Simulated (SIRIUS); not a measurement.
**BN: equation of state with PBE**

BN:

```
N B
1.0
     0.00000    3.49532    2.16609
     1.25163    0.00000    2.16609
     1.25163    3.49532    0.00000
N B
1 1
Direct
  0.66665 0.66665 0.33335
  0.00005 0.00005 0.99995
```

Measurements of this composition are mostly on another form, of space group No. 194.

- Program: SIRIUS 7.12.0
- Task: equation of state
- Functional: PBE
- Potentials or basis: all-electron FP-LAPW
- Cutoff: 427 eV
- Basis: apw+lo standard
- k mesh: 13 × 13 × 13
- Occupations: fermi-dirac, width 0.05 eV
- Spin: no spin polarisation
- Muffin tin radii: B 1.37, N 1.25 bohr
- Basis cutoff (gk_cutoff): 5.6 1/bohr
- Cutoff of density and potential (pw_cutoff): 29 1/bohr
- lmax of the basis: 10
- lmax of density and potential: 8
- Valence relativity: iora
- Core states: B none, N 1s
- Local orbitals (radial functions): B 11, N 10
- Smallest sphere radius times basis cutoff: 7

```
Equilibrium volume                        : 9.61 Å³/atom
Bulk modulus at fixed shape and positions : 224 GPa
Pressure derivative of the bulk modulus   : 3.6
```

Energy against volume, from the lowest point:
```csv
volume (Å³/atom),energy (meV/atom)
8.908,39.96
9.097,20.49
9.287,7.72
9.476,1.07
9.666,0.00
9.855,4.01
10.045,12.71
```

All runs of the series together: 30 min on 2 threads of Intel(R) Xeon(R) Platinum 8375C CPU @ 2.90GHz (Ice Lake) (shared host).

Caveat: the cell was scaled at fixed shape and fractional positions, which overstates the stiffness of a crystal with free parameters, most of all of layers and chains.
